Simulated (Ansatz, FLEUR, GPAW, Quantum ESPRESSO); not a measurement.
# The band gap of SnSe, sorted by core time

**What was measured.** The band gap of SnSe (Pnma) is reported as 0.83 eV at 295 K (pmc:9284162, doi:10.1002/advs.202103720). The runs below try to reproduce it.

```cif
data_structure
_symmetry_space_group_name_H-M 'Pnma'
_symmetry_Int_Tables_number 62
_cell_length_a 11.4200
_cell_length_b 4.1900
_cell_length_c 4.4600
_cell_angle_alpha 90.000
_cell_angle_beta 90.000
_cell_angle_gamma 90.000
_cell_volume 213.41
loop_
_atom_site_label
_atom_site_type_symbol
_atom_site_symmetry_multiplicity
_atom_site_Wyckoff_symbol
_atom_site_fract_x
_atom_site_fract_y
_atom_site_fract_z
_atom_site_occupancy
Sn1 Sn 4 c 0.87700 0.75000 0.90900 1
Se1 Se 4 c 0.64300 0.75000 0.98400 1
```

| rung | level | program and potentials | cutoff (eV) | k mesh | smearing | task | core time | chip | band gap (eV) | miss (eV) | notes |
| --- | --- | --- | --- | --- | --- | --- | --- | --- | --- | --- | --- |
| GGA | PBE | Ansatz, Ansatz PAW | 420 | 1 × 2 × 2 | fermi-dirac 0.05 | single point | 10 s | Intel Xeon Skylake/Cascade Lake | 1.08 | +0.25 | coarse mesh; 15 valence electrons an atom on average |
| GGA | PBEsol | Ansatz, Ansatz PAW | 420 | 3 × 6 × 6 | fermi-dirac 0.05 | band structure | 97 s | Intel Xeon | 0.48 | -0.35 | potentials made for PBE, which Ansatz adapts in part; 15 valence electrons an atom on average |
| LDA | LDA | Ansatz, all-electron LAPW, scalar-relativistic | - | 3 × 6 × 6 | fermi-dirac 0.05 | band structure | 7.5 min | Arm Neoverse V1 | 0.48 | -0.35 | - |
| model potential | TB-mBJ | GPAW, GPAW PAW data sets for LDA (gpaw-data 1.2.1) | 600 | 2 × 4 × 4 | fermi-dirac 0.05 | single point | 13 min | Arm Neoverse V2 | 1.24 | +0.41 | potentials made for LDA; 10 valence electrons an atom on average |
| GGA | revPBE | FLEUR, all-electron, FLAPW | - | 3 × 6 × 6 | fermi-dirac 0.05 | band structure | 17 min | Arm Neoverse V2 | 0.57 | -0.26 | - |
| non-local van der Waals functional | vdW-DF-C09 | Quantum ESPRESSO, PseudoDojo 0.4.1 SR PBE standard | 1170 | 2 × 3 × 3 | fermi-dirac 0.05 | band structure | 23 min | AMD EPYC 7B13 Zen 3 | 0.54 | -0.29 | coarse mesh; potentials made for PBE; 15 valence electrons an atom on average |
| GGA | PBEsol | FLEUR, all-electron, FLAPW | - | 3 × 6 × 6 | fermi-dirac 0.05 | band structure | 28 min | Arm Neoverse V2 | 0.48 | -0.35 | - |

Times are single runs on shared hosts and different chips, so they are rough; meshes, cutoffs and the tasks' sizes weigh on the time. All rows: no spin polarisation. Gaps are the least found on the k mesh or the band path, and a mesh can miss the band edges. Smearing widths are in eV. The cell comes from a database and isn't always the measured one. Meshes differ between rows, which moves values too. All levels ran on this one cell, unrelaxed unless noted. Meshes are those of the run's cell of 8 atoms unless a note names another. Misses use the values as printed. Runs on faulty files, with rough fits or with known faults for this quantity aren't shown. No row holds spin-orbit coupling.

By rung: LDA 0.48; GGA 0.48 to 0.57; model potential 1.24; GGA on coarse meshes 1.08; non-local van der Waals functional on coarse meshes 0.54 (eV). Measured: 0.83 eV at 295 K (pmc:9284162, doi:10.1002/advs.202103720). Closest, coarse meshes and atomic bases left aside, is revPBE (-0.26 eV). LDA and GGA gaps fall short mostly because these functionals lack the derivative discontinuity; the runs are for a static lattice, while measurements hold temperature and zero-point motion; rows without SOC leave out spin-orbit coupling, which moves the band edges where heavy atoms are present.
